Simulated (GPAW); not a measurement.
# Rb in GPAW: convergence with bands over the usual count

Input of the first run (bands over the usual count 0.72); the others differ in this setting and in those tied to it:

Contents of run.py:

```python
from ase.dft.bandgap import bandgap
from ase.io import read, write
from ase.units import GPa
from gpaw import GPAW, PW

atoms = read('Rb.xyz')

calc = GPAW(mode=PW(600),
            xc='LDA',
            kpts={'size': (7, 7, 7), 'gamma': True},
            occupations={'name': 'fermi-dirac', 'width': 0.05},
            nbands=8,
            convergence={'density': 1e-05, 'energy': 1e-05},
            maxiter=100,
            txt='gpaw.txt')
atoms.calc = calc
energy = atoms.get_potential_energy()
forces = atoms.get_forces()
stress = atoms.get_stress()
calc.write('gs.gpw')
write('result.traj', atoms)
print(f'Energy: {energy:.6f} eV')
print('Forces (eV/A):')
print(forces.round(4))
print('Stress (GPa):', (stress / GPa).round(3))
print('Fermi level:', round(calc.get_fermi_level(), 4), 'eV')
print(f'Gap: {bandgap(calc)[0]:.4f} eV, direct: {bandgap(calc, direct=True)[0]:.4f} eV')
```

The input Rb.xyz:

```xyz
1
Lattice="-2.8025000000 2.8025000000 2.8025000000 2.8025000000 -2.8025000000 2.8025000000 2.8025000000 2.8025000000 -2.8025000000" Properties=species:S:1:pos:R:3 pbc="T T T"
Rb     0.0000000000      0.0000000000      0.0000000000
```

Potentials or basis: the program's PAW data sets (release 1.2.1) made for this functional, pw.

Command:

```console
$ OMP_NUM_THREADS=1 python run.py
```

Hardware: 1 thread of Arm Neoverse V1, with other jobs on the host.

```
bands over the usual count  energy less the tightest run, at zero smearing (meV/atom)  SCF cycles  CPU time (s)  peak memory (GiB)
                      0.72                                                       0.00           8           8.1               0.15
                       0.8                                                       0.00           8           8.8               0.15
                       0.9                                                       0.00           8           9.3               0.16
                         1                                                       0.00           8            10               0.16
                       1.3                                                       0.00           8            12               0.16
                       1.7                                                       0.00           8            17               0.17
                       2.5                                                       0.00           8            23               0.18
```

Against the tightest run, the energy stays within 1 meV/atom from 0.72 on. The tightest run that finished is the yardstick and may itself not be fully converged.
